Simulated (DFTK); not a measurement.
# CdSe (F-43m) in DFTK: notebook

The runs below take CdSe through band structure, equation of state, with LDA, PBE, PW91, PBEsol.

Program: DFTK 0.8.2. These are calculated values, not measurements. Logs are shortened: lines on timing, memory, paths and dates and some standing lists are left out, and cuts for length are marked.

### 1 Starting point

The structure is cubic, space group F-43m (No. 216). The conventional cell has a = 6.141 Å, b = 6.141 Å, c = 6.141 Å, α = 90.00°, β = 90.00°, γ = 90.00°. Cd (site symmetry -43m) is surrounded by 4 Se at 2.66 Å. Se (site symmetry -43m) is surrounded by 4 Cd at 2.66 Å.

Measurements of this composition are mostly on another form, of space group No. 186.

### 2 Band structure, LDA

Input file run.jl:

```julia
using DFTK
using PseudoPotentialData
using Unitful, UnitfulAtomic
using LinearAlgebra, Printf
include("save.jl")
disable_threading()

# lattice vectors are the columns
lattice = austrip(1u"Å") * [           0.0   3.0702711986   3.0702711986;
             3.0702711986            0.0   3.0702711986;
             3.0702711986   3.0702711986            0.0]
symbols   = [:Cd, :Se]
positions = [[0.0, 0.0, 0.0],
             [0.25, 0.25, 0.25]]
pseudopotentials = PseudoFamily("cp2k.nc.sr.lda.v0_1.semicore.gth")
elements = Dict(s => ElementPsp(s, pseudopotentials) for s in unique(symbols))
atoms    = [elements[s] for s in symbols]

build_model(lattice, positions; symmetries=true) =
    model_DFT(lattice, atoms, positions;
              functionals=LDA(),
              temperature=austrip(0.05u"eV"),
              smearing=Smearing.FermiDirac(),
              symmetries)
Ecut  = 43.0  # hartree
kgrid = [7, 7, 7]
tol   = 1e-6
to_GPa = ustrip(uconvert(u"GPa", 1u"hartree/bohr^3"))

model = build_model(lattice, positions)
basis = PlaneWaveBasis(model; Ecut, kgrid)
display(basis)
scfres = self_consistent_field(basis;
                               tol,
                               nbandsalg=AdaptiveBands(model; n_bands_converge=14))
display(scfres.energies)
@printf "Fermi level: %.6f eV\n" ustrip(auconvert(u"eV", something(scfres.εF, NaN)))
forces = compute_forces_cart(scfres)
println("Forces (eV/Å)")
for (s, f) in zip(symbols, forces)
    @printf "%-3s %12.6f %12.6f %12.6f\n" s ustrip.(auconvert.(u"eV/Å", f))...
end
stress = compute_stresses_cart(scfres)
println("Stress (GPa)")
display(round.(stress * to_GPa; digits=4))
println("Levels at the first k-point (eV): ", round.(ustrip.(auconvert.(u"eV", scfres.eigenvalues[1])); digits=4))
save_scf!(scfres; forces, stress)

points = Dict("G" => [0.0, 0.0, 0.0], "K" => [0.375, 0.375, 0.75], "L" => [0.5, 0.5, 0.5], "U" => [0.625, 0.25, 0.625], "W" => [0.5, 0.25, 0.75], "X" => [0.5, 0.0, 0.5])
segments = [("G", "X", 7), ("X", "W", 4), ("W", "K", 3), ("K", "G", 7), ("G", "L", 6), ("L", "U", 4), ("U", "W", 3), ("W", "L", 5), ("L", "K", 4), ("U", "X", 3)]
kcoords = vcat([[points[a] + t * (points[b] - points[a]) for t in range(0, 1, n)] for (a, b, n) in segments]...)
bands = compute_bands(scfres, ExplicitKpoints(kcoords); n_bands=16, tol=1e-5)
for (k, ε) in zip(bands.basis.kpoints, bands.eigenvalues)
    @printf "%d %8.4f %8.4f %8.4f " k.spin k.coordinate...
    println(join([@sprintf("%9.4f", e) for e in ustrip.(auconvert.(u"eV", ε .- scfres.εF))]))
end
results["band_energies"] = rows(bands.eigenvalues); results["band_kpoints"] = rows(kcoords)
```

Potentials or basis: cp2k.nc.sr.lda.v0_1.semicore.gth (LDA, GTH).

Command:

```console
> julia --threads=1 run.jl  # save.jl only writes the numbers to a file and isn't shown; printed stress counts tension as positive; times include loading and compiling
```

Log:

```text
PlaneWaveBasis discretization:

    Ecut                 : 43.0 Ha
    fft_size             : (54, 54, 54), 157464 total points
    kgrid                : MonkhorstPack([7, 7, 7])
    num.   red. kpoints  : 343
    num. irred. kpoints  : 30

    Discretized Model(lda_x+lda_c_pw, 3D):
        lattice (in Bohr)    : [0         , 5.80197   , 5.80197   ]
                               [5.80197   , 0         , 5.80197   ]
                               [5.80197   , 5.80197   , 0         ]
        unit cell volume     : 390.62 Bohr³

        atoms                : CdSe
        pseudopot. family    : PseudoFamily("cp2k.nc.sr.lda.v0_1.semicore.gth")

        num. electrons       : 18
        spin polarization    : none
        temperature          : 0.0018375 Ha
        smearing             : DFTK.Smearing.FermiDirac()

        terms                : Kinetic()
                               AtomicLocal()
                               AtomicNonlocal()
                               Ewald(nothing)
                               PspCorrection()
                               Hartree()
                               Xc(lda_x, lda_c_pw)
                               Entropy()
n     Energy            log10(ΔE)   log10(Δρ)   Diag   Δtime
---   ---------------   ---------   ---------   ----   ------
  1   -54.85240976890                    0.15    4.4    12.7s
  2   -55.56030565152       -0.15       -0.59    3.3    10.5s
  3   -55.60004983176       -1.40       -1.15    3.0    9.10s
  4   -55.60309307614       -2.52       -1.74    2.2    7.45s
  5   -55.60329563894       -3.69       -2.43    1.9    7.32s
  6   -55.60330584728       -4.99       -3.28    2.0    6.93s
  7   -55.60330600883       -6.79       -3.65    2.0    8.03s
  8   -55.60330603309       -7.62       -4.70    2.0    7.17s
  9   -55.60330603353       -9.36       -5.02    2.5    7.75s
 10   -55.60330603358      -10.25       -5.94    2.0    7.90s
 11   -55.60330603359      -12.18       -6.44    2.4    7.27s
Energy breakdown (in Ha):
    Kinetic             41.3614908
    AtomicLocal         -49.3256611
    AtomicNonlocal      -17.0225933
    Ewald               -40.5359593
    PspCorrection       1.7905449
    Hartree             16.6783815
    Xc                  -8.5494974
    Entropy             -0.0000121

    total               -55.603306033585
Fermi level: 2.164003 eV
Forces (eV/Å)
Cd      0.000000     0.000000     0.000000
Se     -0.000000     0.000000    -0.000000
Stress (GPa)
3×3 StaticArraysCore.SMatrix{3, 3, Float64, 9} with indices SOneTo(3)×SOneTo(3):
 3.7084  -0.0     0.0
 0.0      3.7084  0.0
 0.0      0.0     3.7084
Levels at the first k-point (eV): [-10.5392, -5.8905, -5.8905, -5.8905, -5.5399, -5.5399, 2.0014, 2.0014, 2.0014, 2.2534, 7.7845, 7.7845, 7.7845, 11.3258, 13.1541, 13.1541, 13.8861]
1   0.0000   0.0000   0.0000  -12.7032  -8.0545  -8.0545  -8.0545  -7.7039  -7.7039  -0.1626  -0.1626  -0.1626   0.0894   5.6204   5.6204   5.6204   9.1618  10.9901  10.9901
1   0.0833   0.0000   0.0833  -12.6722  -8.0401  -8.0401  -8.0369  -7.7090  -7.7001  -1.0387  -0.3188  -0.3188   1.0200   5.2491   5.8433   5.8433   9.5682   9.8880  11.0472
1   0.1667   0.0000   0.1667  -12.5871  -8.0006  -8.0006  -7.9825  -7.7206  -7.6903  -1.9522  -0.7066  -0.7066   2.0458   4.5394   6.4386   6.4386   8.3347  11.0987  11.2150
1   0.2500   0.0000   0.2500  -12.4703  -7.9429  -7.9429  -7.9016  -7.7131  -7.6767  -2.7817  -1.1711  -1.1711   2.8670   3.8829   7.2727   7.2727   7.5653  11.4790  12.5815
1   0.3333   0.0000   0.3333  -12.3533  -7.8806  -7.8806  -7.8616  -7.6628  -7.6142  -3.4976  -1.5860  -1.5860   3.1363   3.5063   7.5927   8.2350   8.2350  11.8020  13.4967
1   0.4167   0.0000   0.4167  -12.2679  -7.8663  -7.8323  -7.8323  -7.6526  -7.4569  -4.0218  -1.8678  -1.8678   2.9271   3.4395   8.1790   9.1794   9.1794  12.0982  13.2374
[... 38 lines left out ...]
1   0.5625   0.1250   0.5625  -12.2377  -7.8789  -7.8236  -7.8056  -7.6570  -7.3449  -4.2002  -2.2418  -1.8815   3.0889   3.7726   8.2722   9.1225   9.1357  12.1955  12.9078
1   0.5000   0.0000   0.5000  -12.2369  -7.8715  -7.8140  -7.8140  -7.6490  -7.3795  -4.2233  -1.9673  -1.9673   2.8295   3.4043   8.5582   9.6668   9.6668  12.2262  12.8234
```

Run time: 2.6 min. Hardware: 1 thread of AMD EPYC 7R13 (Zen 3), shared host; peak memory 2.2 GiB.

These settings aren't checked as converged: the numbers below hold their error.

What came out:

```yaml
Free_energy: -1513.0430 eV
Band_gap_on_the_k_mesh: 0.25 eV, direct
Band_gap_along_the_path: 0.25 eV, direct
```

Caveat: the cutoff is short for these potentials, so energies and forces aren't converged, fitted volumes are rough and the log's stress (off by 3 to 10 GPa or more in trials) isn't used.

### 3 Equation of state, PBE

Input file run.jl:

```julia
using DFTK
using PseudoPotentialData
using Unitful, UnitfulAtomic
using LinearAlgebra, Printf
include("save.jl")
disable_threading()

lines     = readlines("POSCAR")
lattice   = austrip(1u"Å") * parse(Float64, lines[2]) * hcat([parse.(Float64, split(l)) for l in lines[3:5]]...)
symbols   = vcat([fill(Symbol(s), parse(Int, n)) for (s, n) in zip(split(lines[6]), split(lines[7]))]...)
positions = [parse.(Float64, split(l)[1:3]) for l in lines[9:8+length(symbols)]]
pseudopotentials = PseudoFamily("cp2k.nc.sr.pbe.v0_1.largecore.gth")
elements = Dict(s => ElementPsp(s, pseudopotentials) for s in unique(symbols))
atoms    = [elements[s] for s in symbols]

build_model(lattice, positions; symmetries=true) =
    model_DFT(lattice, atoms, positions;
              functionals=PBE(),
              temperature=austrip(0.05u"eV"),
              smearing=Smearing.FermiDirac(),
              symmetries)
Ecut  = 43.0  # hartree
kgrid = [5, 5, 5]
tol   = 1e-6
to_GPa = ustrip(uconvert(u"GPa", 1u"hartree/bohr^3"))

results["points"] = []
for scale in [0.94, 0.96, 0.98, 1.0, 1.02, 1.04, 1.06]
    println("\n=== scale = ", scale)
    model = build_model(cbrt(scale) * lattice, positions)
    basis = PlaneWaveBasis(model; Ecut, kgrid)
    t0 = time()
    scfres = self_consistent_field(basis;
                                   tol,
                                   nbandsalg=AdaptiveBands(model; n_bands_converge=14))
    seconds = time() - t0
    @printf "SCF: %d iterations, %.1f s\n" scfres.n_iter seconds
    forces = compute_forces_cart(scfres)
    stress = compute_stresses_cart(scfres)
    @printf "V = %.5f Å^3  F = %.8f Ha  max force = %.5f eV/Å  p = %.4f GPa\n" ustrip(auconvert(u"Å^3", model.unit_cell_volume)) scfres.energies.total ustrip(auconvert(u"eV/Å", maximum(norm, forces))) (-tr(stress) / 3 * to_GPa)
    push!(results["points"], save_scf!(scfres; forces, stress, d=Dict{String,Any}("seconds" => seconds, "n_matvec" => get(scfres, :n_matvec, 0))))
end

# third-order Birch-Murnaghan fit in x = V^(-2/3)
V = [0.94, 0.96, 0.98, 1.0, 1.02, 1.04, 1.06] * abs(det(lattice))
E = [p["total"] for p in results["points"]]
x = V .^ (-2 / 3)
c = [x .^ 0 x x .^ 2 x .^ 3] \ E
Δ = c[3]^2 - 3c[2] * c[4]
if Δ > 0
    x0 = (-c[3] + sqrt(Δ)) / 3c[4]
    B0 = 4 / 9 * x0^(7 / 2) * (2c[3] + 6c[4] * x0)
    @printf "V0 = %.4f Å^3  B0 = %.2f GPa\n" ustrip(auconvert(u"Å^3", x0^(-3 / 2))) B0 * to_GPa
end
```

Input file POSCAR:

```
CdSe
1.0
    0.0000000000      3.0702711986      3.0702711986
    3.0702711986      0.0000000000      3.0702711986
    3.0702711986      3.0702711986      0.0000000000
Cd Se
1 1
Direct
    0.0000000000      0.0000000000      0.0000000000
    0.2500000000      0.2500000000      0.2500000000
```

Potentials or basis: cp2k.nc.sr.pbe.v0_1.largecore.gth (PBE, GTH).

Command:

```console
> julia --threads=1 run.jl  # save.jl only writes the numbers to a file and isn't shown; printed stress counts tension as positive; times include loading and compiling
```

Log:

```text
=== scale = 0.94
n     Energy            log10(ΔE)   log10(Δρ)   Diag   Δtime
---   ---------------   ---------   ---------   ----   ------
  1   -54.83414706303                    0.15    4.9    6.17s
  2   -55.49585400230       -0.18       -0.57    3.0    4.21s
  3   -55.54509777097       -1.31       -1.12    3.0    3.81s
  4   -55.54904531689       -2.40       -1.67    2.3    3.25s
  5   -55.54933218397       -3.54       -2.37    2.0    3.01s
  6   -55.54934589648       -4.86       -3.34    2.0    3.00s
  7   -55.54934608474       -6.73       -3.61    2.9    3.39s
  8   -55.54934610269       -7.75       -4.35    1.3    2.66s
  9   -55.54934610400       -8.88       -4.59    2.4    3.03s
 10   -55.54934610449       -9.31       -5.58    1.6    2.78s
[... 64 further cycles ...]
  3   -55.54667062080       -1.35       -1.09    3.1    4.81s
  4   -55.55163623612       -2.30       -1.59    2.4    3.84s
  5   -55.55202273078       -3.41       -2.24    1.8    3.51s
  6   -55.55204909179       -4.58       -3.10    2.0    3.69s
  7   -55.55204942068       -6.48       -3.49    2.3    3.81s
  8   -55.55204945344       -7.48       -4.34    2.0    3.48s
  9   -55.55204945500       -8.81       -4.68    2.6    3.79s
 10   -55.55204945529       -9.54       -5.54    2.0    3.78s
 11   -55.55204945530      -11.14       -5.91    2.5    3.86s
 12   -55.55204945530      -11.85       -7.33    2.0    3.77s
SCF: 12 iterations, 49.6 s
V = 61.35728 Å^3  F = -55.55204946 Ha  max force = 0.00000 eV/Å  p = -1.7233 GPa
V0 = 59.7361 Å^3  B0 = 45.21 GPa
```

It took 7.2 min on 1 thread of AMD EPYC 7R13 (Zen 3), shared host; peak memory 1.9 GiB.

The run converged, but some of its settings lie outside the range that counts as converged, so its numbers aren't taken as properties of the crystal.

What came out:

```
Equilibrium volume : 29.87 Å³/atom (rough: see the caveat)
Bulk modulus       : 45 GPa (rough)
```

Caveat: the cutoff is short for these potentials, so energies and forces aren't converged, fitted volumes are rough and the log's stress (off by 3 to 10 GPa or more in trials) isn't used.

(Part 1 of 2 ends here.)
